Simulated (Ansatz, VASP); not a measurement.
# One calculation of WC, two programs

```
CELL_PARAMETERS angstrom
2.90050 0.00000 0.00000
-1.45025 2.51191 0.00000
0.00000 0.00000 2.85729
ATOMIC_POSITIONS crystal
W 0.00000 0.00000 0.00000
C 0.66667 0.33333 0.50000
```

Change from the starting cell: zz strain of +1 %.

Alike in both runs: task single point; functional PBEsol; k mesh 13 × 13 × 12; occupations fermi-dirac, width 0.05 eV; no spin polarisation.

|  | VASP | Ansatz |
| --- | --- | --- |
| version | VASP 6.6.1 | Ansatz 0.2.0 |
| potentials or method | VASP PAW PBE potentials, release 64 (W_sv, C), cutoff 520 eV | all-electron LAPW, scalar-relativistic |

VASP gave:

```
pressure (GPa)                                  : -3.9
largest component of the traceless stress (GPa) : 5.19
```

Task: What did Ansatz give for the same quantities?

Result: Pressure (GPa): -5.1; largest component of the traceless stress (GPa): 5.40.

Ansatz ran all-electron here, so the differences hold the error of VASP's frozen core and of both bases.

Caveats: the PAW data sets were made with another functional, which shifts forces and pressure a little (VASP). The runs have no spin-orbit coupling, so splittings on W are missing.
